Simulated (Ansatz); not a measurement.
# simple cubic against fcc along the 5d metals

All numbers below come from Ansatz, DFT, RPBE, plane waves (420 eV) with PAW, scalar-relativistic. The PAW files were generated under PBE, with cores re-solved for the functional.

Each structure is relaxed within its symmetry, in the lowest magnetic state of the tried starts. Differences under about 8 meV lie within the error of the k-point mesh.

```tsv
element	E(simple cubic) − E(fcc) (meV/atom)	V(simple cubic) (Å³/atom)	V(fcc) (Å³/atom)	state of simple cubic	state of fcc
Lu	802	34.93	30.60	spin not included	spin not included
Hf	?	?	?	?	?
Ta	896	21.03	19.16	spin not included	spin not included
W	952	18.61	16.67	spin not included	spin not included
Re	1306	17.40	15.17	spin not included	spin not included
Os	1380	16.94	14.50	spin not included	spin not included
Ir	974	17.28	14.68	spin not included	non-magnetic
Pt	430	18.46	15.93	spin not included	spin not included
Au	167	21.46	18.49	spin not included	spin not included
```

(1) Fill in the row of Hf.

## Answers

(1) E(simple cubic) − E(fcc) (meV/atom): 1022; V(simple cubic) (Å³/atom): 25.65; V(fcc) (Å³/atom): 23.25; state of simple cubic: spin not included; state of fcc: spin not included.
